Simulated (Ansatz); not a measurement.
Crystal: Ag.

```xyz
1
Lattice="0.0000 2.0427 2.0427 2.0427 0.0000 2.0427 2.0427 2.0427 0.0000" Properties=species:S:1:pos:R:3 pbc="T T T"
Ag    0.0000    0.0000    0.0000
```

```yaml
Program: Ansatz 0.2.0
Task: relaxation of cell and atoms
Functional: PBEsol
Potentials_or_basis: all-electron LAPW, scalar-relativistic
Basis_error_allowed: 0.001 eV/atom
k_mesh: 11 × 11 × 11
Occupations: fermi-dirac, width 0.05 eV
Spin: no spin polarisation
```

At the start: volume 17.05 Å³/atom.

Task: How do energy, volume and symmetry change on relaxing?

Result: Over 5 steps the energy falls by 4.1 meV/atom and the volume is 16.61 Å³/atom (-2.6 %); space group Fm-3m (No. 225, to 0.05 Å).

The path:
```tsv
step	energy change (eV)	largest force (eV/Å)	volume (Å³)
1	0.0000	0.0000	17.05
2	-0.0009	0.0000	16.24
3	-0.0041	0.0000	16.63
4	-0.0041	0.0000	16.61
5	-0.0041	0.0000	16.61
```

Final structure:
```
CELL_PARAMETERS angstrom
0.00000 2.02499 2.02499
2.02499 0.00000 2.02499
2.02499 2.02499 0.00000
ATOMIC_POSITIONS crystal
Ag 0.00000 0.00000 0.00000
```
